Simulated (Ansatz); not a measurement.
# ZrC in Ansatz: the effect of Hubbard term

The system is ZrC.

```
Zr C
1.0
     3.39148    0.00000    0.00000
    -1.69574    2.93710    0.00000
     0.00000    0.00000    5.29005
Zr C
2 2
Direct
  0.66667 0.33333 0.75000
  0.33333 0.66667 0.25000
  0.00000 0.00000 0.50000
  0.00000 0.00000 0.00000
```

The cell comes from a database or a generator and needn't be the stable form of this composition.

Alike in all runs:

* Program: Ansatz 0.2.0
* Task: density of states
* Functional: PBEsol
* Potentials or basis: all-electron LAPW, scalar-relativistic
* Cutoff: 235 eV
* Density cutoff: 938 eV
* Basis error allowed: 0.002 eV/atom
* k mesh: 9 × 9 × 5
* Occupations: fermi-dirac, width 0.05 eV
* Spin: no spin polarisation

**Question.** One run gave: pressure -7.8 GPa. Which Hubbard term did it use?
A. Zr d U = 4 eV
B. none
C. Zr d U = 2 eV
D. Zr d U = 6 eV
E. Zr d U = 8 eV

**Answer.** B.

```tsv
Hubbard term	pressure (GPa)
none	-7.8
Zr d U = 2 eV	-5.4
Zr d U = 4 eV	-2.8
Zr d U = 6 eV	0.1
Zr d U = 8 eV	3.5
```

Caveats: U is the effective U less J, on atomic orbitals that reach past the spheres (some runs); U without spin polarisation on a metal has little footing (some runs); the U is typed as a test and isn't derived for this compound (some runs).

Not every run made on this cell is shown here.
